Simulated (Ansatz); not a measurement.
**A defect in a wire: Ir wire along [110], 3 atoms a period, Ag in place of one Ir**

What does the defect do to the conductance?

Program: Ansatz 0.2.0. Level of theory: DFT PBE, plane waves, PAW; relaxation of a wire's period, in the first sound run; inputs show where later runs differ. Results are calculated unless marked as measured.

This is a report of a sequence of runs, with most program output left out.

## Step 1: The structure

The cell holds 3 atoms: 3 Ir. Its edges and angles: a = 8.735 Å, b = 9.537 Å, c = 2.737 Å, α = 90.0°, β = 90.0°, γ = 90.0°. Vacuum lies along a and b. The structure's axis is c.

## Step 2: Relaxation of atoms and period

Band widths follow the bond lengths, so the wire is relaxed first. The atoms and the third cell vector are free; the box across stays fixed as vacuum. Moments are seeded so that a magnetic state can form if it lies lower. A Fermi-Dirac smearing is set since the result may be a metal. The pressure printed is a third of the stress's trace over the whole box, vacuum included; only the stress along the axis is relaxed.

Contents of input.yaml:

```yaml
crystal:
  lattice:
    - [8.735, 0.0, 0.0]
    - [0.0, 9.537, 0.0]
    - [0.0, 0.0, 2.7365032432]
  atoms:
    - { symbol: Ir, position: [0.389238695, 0.356506239, 0.0], spin: 0.8 }
    - { symbol: Ir, position: [0.610761305, 0.499973956, 0.5], spin: 0.8 }
    - { symbol: Ir, position: [0.389238695, 0.643441674, 0.0], spin: 0.8 }
magnetization:
  spin_polarized: true
kpoints:
  mp_grid: { grid: [1, 1, 30] }
scf:
  occupations: { method: fermi_dirac, width: 0.05 }
hamiltonian:
  xc: pbe
relax:
  cell: { fix: [a, b, alpha, beta, gamma] }
  max_steps: 60
```

Launch:

```
ansatz run input.yaml --threads 4 --pin off --max-ram 16384MiB --backend cpu --events-out ev --progress --plain --runs-dir out
```

It took 74 s on 4 threads of Arm Neoverse V2, shared host; peak memory 0.6 GiB.

The steps of the relaxation:

| step | energy less that of the first step (eV) | largest force component (eV/Å) | pressure (GPa) | volume (Å³) |
| --- | --- | --- | --- | --- |
| 1 | 0.0000 | 2.9083 | -6.18 | 227.97 |
| 2 | -0.8235 | 2.6897 | 2.14 | 221.12 |
| 3 | -1.1334 | 0.6667 | -1.34 | 212.14 |
| 4 | -1.1829 | 0.2450 | -0.19 | 207.89 |
| 5 | -1.1833 | 0.1570 | -0.14 | 208.01 |
| 6 | -1.1851 | 0.2288 | 0.44 | 207.01 |
| 7 | -1.1875 | 0.0241 | 0.06 | 207.39 |
| 8 | -1.1876 | 0.0090 | 0.04 | 207.05 |
| 9* | -1.1840 | 0.0095 | 0.05 | 207.05 |

Relaxation steps marked * repeat the geometry before them on a plane-wave basis chosen anew for their cell, so energy and pressure can jump there.

Forces are held to the 4 operations that the run works with; a distortion that breaks them can't arise in this run.

| cell as run | before | after | change |
| --- | --- | --- | --- |
| c (Å) | 2.737 | 2.485 | -9.2 % |

The atoms that moved most (Å, along periodic axes as changes of fractional coordinates times the final cell, across vacuum about the mean position):

| atom | dx | dy | dz | length |
| --- | --- | --- | --- | --- |
| Ir3 | -0.007 | -0.129 | 0.000 | 0.129 |
| Ir1 | -0.007 | 0.129 | 0.000 | 0.129 |
| Ir2 | 0.014 | 0.000 | 0.000 | 0.014 |

The relaxed structure:

```cif
data_structure
_symmetry_space_group_name_H-M 'P 1'
_symmetry_Int_Tables_number 1
_cell_length_a 8.7350
_cell_length_b 9.5370
_cell_length_c 2.4854
_cell_angle_alpha 90.000
_cell_angle_beta 90.000
_cell_angle_gamma 90.000
_cell_volume 207.05
loop_
_atom_site_label
_atom_site_type_symbol
_atom_site_fract_x
_atom_site_fract_y
_atom_site_fract_z
_atom_site_occupancy
Ir1 Ir 0.38845 0.36999 0.00000 1
Ir2 Ir 0.61234 0.49997 0.50000 1
Ir3 Ir 0.38845 0.62996 0.00000 1
```

This step gave:

```
energy at zero smearing    : -35798.8504 eV
cell length along the wire : 2.485 Å
```

The cell's length comes to 2.485 Å with no moment.

## Step 3: Bands of the perfect wire

This step: DFT PBE, plane waves, PAW; channels and complex bands of a perfect wire (Ansatz 0.2.0).

At the relaxed period the Bloch states of the perfect wire are found at each energy: those that move forward count the open channels, and those that decay describe how a disturbance dies away inside the wire itself. An energy step of 0.035 eV is under the 0.039 eV that the program asks for its thermal average at 300 K.

Contents of input.yaml:

```yaml
crystal:
  lattice:
    - [8.735, 0.0, 0.0]
    - [0.0, 9.537, 0.0]
    - [0.0, 0.0, 2.4854218145]
  atoms:
    - { symbol: Ir, position: [0.388449262, 0.369988667, 0.0] }
    - { symbol: Ir, position: [0.612340171, 0.499973956, 0.5] }
    - { symbol: Ir, position: [0.388449262, 0.629959245, 0.0] }
kpoints:
  mp_grid: { grid: [1, 1, 33] }
scf:
  occupations: { method: fermi_dirac, width: 0.05 }
hamiltonian:
  xc: pbe
output:
  transmission:
    e_range: [-1.26, 1.26]
    de: 0.035
    kmesh: [1, 1]
    reduced_basis: true
    leads: [[0, 0]]
basis:
  ecutwfc: "350 eV"
```

The job ended after 50 s (4 threads; peak memory 0.89 GiB).

Numbers from this step:

```
energy at zero smearing                                  : -35798.8230 eV
channels at the energy nearest the Fermi level, one spin : 6
conductance of the lead as this run defines it           : 6.271 G₀
band gap                                                 : 0 eV
```

Open channels of the lead, one spin against energy, zero at the Fermi level:

| energy (eV) | open channels of the lead, one spin |
| --- | --- |
| -1.190 | 6 |
| -1.085 | 5 |
| -1.015 | 5 |
| -0.910 | 4 |
| -0.805 | 4 |
| -0.700 | 6 |
| -0.595 | 9 |
| -0.490 | 9 |
| -0.385 | 6 |
| -0.315 | 8 |
| -0.210 | 8 |
| -0.105 | 8 |
| 0.000 | 6 |
| 0.105 | 6 |
| 0.210 | 7 |
| 0.315 | 7 |
| 0.385 | 5 |
| 0.490 | 3 |
| 0.595 | 5 |
| 0.700 | 5 |
| 0.805 | 5 |
| 0.910 | 5 |
| 1.015 | 5 |
| 1.085 | 5 |
| 1.190 | 7 |

The slowest values at each energy, most degenerate partners merged, listed up to 1.5 1/Å. Table of Im kz of the slowest decaying states by energy, zero at the Fermi level:

| energy (eV) | decay 1 (Å⁻¹) | decay 2 (Å⁻¹) | decay 3 (Å⁻¹) | decay 4 (Å⁻¹) |
| --- | --- | --- | --- | --- |
| -1.190 | 0.0446 | 0.186 | 0.217 | 0.226 |
| -1.085 | 0.0623 | 0.114 | 0.195 | 0.208 |
| -1.015 | 0.0501 | 0.0690 | 0.179 | 0.183 |
| -0.910 | 0.114 | 0.129 | 0.131 | 0.154 |
| -0.805 | 0.0287 | 0.123 | 0.146 | 0.192 |
| -0.700 | 0.0778 | 0.124 | 0.157 | 0.207 |
| -0.595 | 0.112 | 0.201 | 0.246 | 0.660 |
| -0.490 | 0.0928 | 0.178 | 0.203 | 0.620 |
| -0.385 | 0.0228 | 0.0537 | 0.0634 | 0.131 |
| -0.315 | 0.0202 | 0.0643 | 0.112 | 0.286 |
| -0.210 | 0.0118 | 0.0552 | 0.154 | 0.392 |
| -0.105 | 0.0641 | 0.0777 | 0.183 | 0.385 |
| 0.000 | 0.0796 | 0.110 | 0.204 | 0.260 |
| 0.105 | 0.0620 | 0.194 | 0.218 | 0.287 |
| 0.210 | 0.0541 | 0.115 | 0.225 | 0.295 |
| 0.315 | 0.118 | 0.132 | 0.220 | 0.293 |
| 0.385 | 0.0236 | 0.139 | 0.199 | 0.286 |
| 0.490 | 0.0107 | 0.118 | 0.161 | 0.226 |
| 0.595 | 0.157 | 0.178 | 0.233 | 0.248 |
| 0.700 | 0.186 | 0.191 | 0.196 | 0.267 |
| 0.805 | 0.179 | 0.201 | 0.240 | 0.285 |
| 0.910 | 0.162 | 0.209 | 0.300 | 0.330 |
| 1.015 | 0.134 | 0.216 | 0.315 | 0.394 |
| 1.085 | 0.104 | 0.219 | 0.324 | 0.429 |
| 1.190 | 0.223 | 0.336 | 0.472 | 0.722 |

By hand: the program gives 5.8329 × 10^14 S/m² over the cell's cross-section of 83.31 Å² = 8.331 × 10^-19 m², so one cell conducts 4.859 × 10^-4 S. Divided by G0 = 2e²/h = 7.748 × 10^-5 S this is 6.27 G0, a resistance of 2.06 kΩ.

At the computed energy nearest the Fermi level there are 6 channels a spin, and the thermal average gives 6.27 G₀.

## Step 4: Relaxing the junction

This step: DFT PBE, plane waves, PAW; relaxation of a junction in a wire, ends held (Ansatz 0.2.0).

System of this step: Ir wire along [110], 3 atoms a period, Ag in place of one Ir. The cell holds 27 atoms: 26 Ir and 1 Ag. Its edges and angles: a = 8.735 Å, b = 9.537 Å, c = 22.369 Å, α = 90.0°, β = 90.0°, γ = 90.0°. Regions: held atoms, 18 atoms (18 Ir); free atoms, 9 atoms (8 Ir and 1 Ag). Vacuum lies along a and b. The structure's axis is c.

9 atoms at the defect are free to relax, while 18 stay where the perfect wire has them, so that the ends still repeat as a lead. The cutoff is set under the files' recommended one to save time.

Contents of input.yaml:

```yaml
crystal:
  lattice:
    - [8.735, 0.0, 0.0]
    - [0.0, 9.537, 0.0]
    - [0.0, 0.0, 22.3687963302]
  atoms:
    - { symbol: Ir, position: [0.388449262, 0.369988667, 0.0] }
    - { symbol: Ir, position: [0.612340171, 0.499973956, 0.055555556] }
    - { symbol: Ir, position: [0.388449262, 0.629959245, 0.0] }
    - { symbol: Ir, position: [0.388449262, 0.369988667, 0.111111111] }
    - { symbol: Ir, position: [0.612340171, 0.499973956, 0.166666667] }
    - { symbol: Ir, position: [0.388449262, 0.629959245, 0.111111111] }
    - { symbol: Ir, position: [0.388449262, 0.369988667, 0.222222222] }
    - { symbol: Ir, position: [0.612340171, 0.499973956, 0.277777778] }
[... 15 atom lines left out ...]
    - { symbol: Ir, position: [0.388449262, 0.629959245, 0.777777778] }
    - { symbol: Ir, position: [0.388449262, 0.369988667, 0.888888889] }
    - { symbol: Ir, position: [0.612340171, 0.499973956, 0.944444444] }
    - { symbol: Ir, position: [0.388449262, 0.629959245, 0.888888889] }
magnetization:
  spin_polarized: true
kpoints:
  mp_grid: { grid: [1, 1, 2] }
scf:
  occupations: { method: fermi_dirac, width: 0.1 }
hamiltonian:
  xc: pbe
relax:
  constraints:
    - { sites: [0, 1, 2, 3, 4, 5, 6, 7, 8, 18, 19, 20, 21, 22, 23, 24, 25, 26] }
  f_tol: 0.06
  max_steps: 35
basis:
  ecutwfc: "350 eV"
```

It took 6 min on 4 threads; peak memory 5.3 GiB.

Step by step:

| step | energy less that of the first step (eV) | largest force component (eV/Å) |
| --- | --- | --- |
| 1 | 0.0000 | 2.6601 |
| 2 | -0.5720 | 0.5669 |
| 3 | -0.6791 | 0.1620 |
| 4 | -0.7319 | 0.1640 |
| 5 | -0.8156 | 0.2856 |
| 6 | -1.0046 | 0.4855 |
| 7 | -1.2895 | 0.5263 |
| 8 | -1.5779 | 0.7019 |
| 9 | -1.7787 | 0.4776 |
| 10 | -1.8436 | 0.4463 |
| 11 | -1.9312 | 0.2763 |
| 12 | -1.9563 | 0.2633 |
| 13 | -1.9637 | 0.0567 |
| 14 | -1.9637 | 0.0564 |

The atoms that moved most (Å):

| atom | dx | dy | dz | length |
| --- | --- | --- | --- | --- |
| Ag13 | -1.337 | -0.396 | -0.012 | 1.395 |
| Ir14 | -0.717 | -1.072 | 0.104 | 1.294 |
| Ir11 | -0.651 | -0.951 | -0.074 | 1.155 |
| Ir16 | -0.802 | -0.192 | 0.193 | 0.847 |
| Ir10 | -0.687 | -0.192 | -0.177 | 0.735 |
| Ir18 | -0.385 | -0.298 | -0.002 | 0.486 |
| Ir15 | 0.117 | -0.462 | 0.055 | 0.479 |
| Ir12 | -0.128 | -0.311 | 0.040 | 0.339 |

Final coordinates:

```cif
data_structure
_symmetry_space_group_name_H-M 'P 1'
_symmetry_Int_Tables_number 1
_cell_length_a 8.7350
_cell_length_b 9.5370
_cell_length_c 22.3688
_cell_angle_alpha 90.000
_cell_angle_beta 90.000
_cell_angle_gamma 90.000
_cell_volume 1863.45
loop_
_atom_site_label
_atom_site_type_symbol
_atom_site_fract_x
_atom_site_fract_y
_atom_site_fract_z
_atom_site_occupancy
Ir1 Ir 0.38845 0.36999 0.00000 1
Ir2 Ir 0.61234 0.49997 0.05556 1
Ir3 Ir 0.38845 0.62996 0.00000 1
Ir4 Ir 0.38845 0.36999 0.11111 1
Ir5 Ir 0.61234 0.49997 0.16667 1
Ir6 Ir 0.38845 0.62996 0.11111 1
Ir7 Ir 0.38845 0.36999 0.22222 1
Ir8 Ir 0.61234 0.49997 0.27778 1
Ir9 Ir 0.38845 0.62996 0.22222 1
Ir10 Ir 0.30983 0.34990 0.32542 1
Ir11 Ir 0.53783 0.40027 0.38558 1
Ir12 Ir 0.37379 0.59733 0.33513 1
Ag13 Ag 0.23533 0.32845 0.44390 1
Ir14 Ir 0.53022 0.38752 0.50466 1
Ir15 Ir 0.40180 0.58156 0.44691 1
Ir16 Ir 0.29663 0.34987 0.56417 1
Ir17 Ir 0.59229 0.50665 0.60235 1
Ir18 Ir 0.34443 0.59874 0.55545 1
Ir19 Ir 0.38845 0.36999 0.66667 1
Ir20 Ir 0.61234 0.49997 0.72222 1
Ir21 Ir 0.38845 0.62996 0.66667 1
Ir22 Ir 0.38845 0.36999 0.77778 1
Ir23 Ir 0.61234 0.49997 0.83333 1
Ir24 Ir 0.38845 0.62996 0.77778 1
Ir25 Ir 0.38845 0.36999 0.88889 1
Ir26 Ir 0.61234 0.49997 0.94444 1
Ir27 Ir 0.38845 0.62996 0.88889 1
```

Numbers from this step:

| Property | Result |
| --- | --- |
| energy at zero smearing | -317846.5193 eV |

The largest force component on a free atom ends at 0.056 eV/Å, under the limit of 0.06. Ag ends nearest to Ir at 2.74 Å, Ir at 2.75 Å, Ir at 2.82 Å, Ir at 2.97 Å and Ir at 3.03 Å. 6 atoms of the wire itself, hydrogen apart, moved by over 0.45 Å, up to 1.29 Å.

[end of part 1 of 2]

[Logs are printed without paths, hosts, clocks, repeated set-up lines and the standing remarks that a program may print on its own settings, such as how far it seeks lower states.]

[Hosts, paths, dates, database ids (printed as entryN), source tags and the programs' standing remarks are cut or masked in the printed files.]
